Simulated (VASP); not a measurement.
A run of VASP 6.6.1 is set up as follows.

The input INCAR:

```
SYSTEM = GaSb
PREC = Accurate
ENCUT = 600
EDIFF = 1E-6
ISMEAR = 0
SIGMA = 0.03
LREAL = .False.
LASPH = .True.
NELM = 80
ALGO = Normal
ISIF = 3
LWAVE = .False.
LCHARG = .False.
METAGGA = R2SCAN
LMIXTAU = .True.
IBRION = 2
NSW = 90
EDIFFG = -0.01
```

File KPOINTS:

```
Automatic mesh
0
Gamma
  10 10 10
  0 0 0
```

POSCAR

```
GaSb
1.0
    0.0000000000      3.0590000000      3.0590000000
    3.0590000000      0.0000000000      3.0590000000
    3.0590000000      3.0590000000      0.0000000000
Ga Sb
1 1
Direct
    0.0000000000      0.0000000000      0.0000000000
    0.2500000000      0.2500000000      0.2500000000
```

Potentials or basis: VASP PAW PBE potentials, release 64 (Ga_d, Sb).

Launch:

```sh
$ cat potpaw_PBE.64/Ga_d/POTCAR potpaw_PBE.64/Sb/POTCAR > POTCAR
$ mpirun -np 1 vasp_std > vasp.out
```

Task: What does it give for the space group after relaxing (to 0.05 Å)?

Result: F-43m (No. 216).

Task: Estimate the relaxed volume.

Result: 28.85 Å³/atom.

Task: Estimate the relaxed cell.

Result: a = 4.337 Å, b = 4.337 Å, c = 4.337 Å, α = 60.00°, β = 60.00°, γ = 60.00°.

Task: What does it give for the band gap on the k mesh?

Result: 0.39 eV, direct.

Final structure:
```xyz
2
Lattice="0.0000 3.0670 3.0670 3.0670 0.0000 3.0670 3.0670 3.0670 0.0000" Properties=species:S:1:pos:R:3 pbc="T T T"
Ga    0.0000    0.0000    0.0000
Sb    1.5335    1.5335    1.5335
```

Caveat: the PAW data sets were made with another functional, which shifts forces and pressure a little; spin-orbit coupling is left out, which moves the levels of the heavy elements. Zero-point motion and thermal expansion aren't in these numbers.
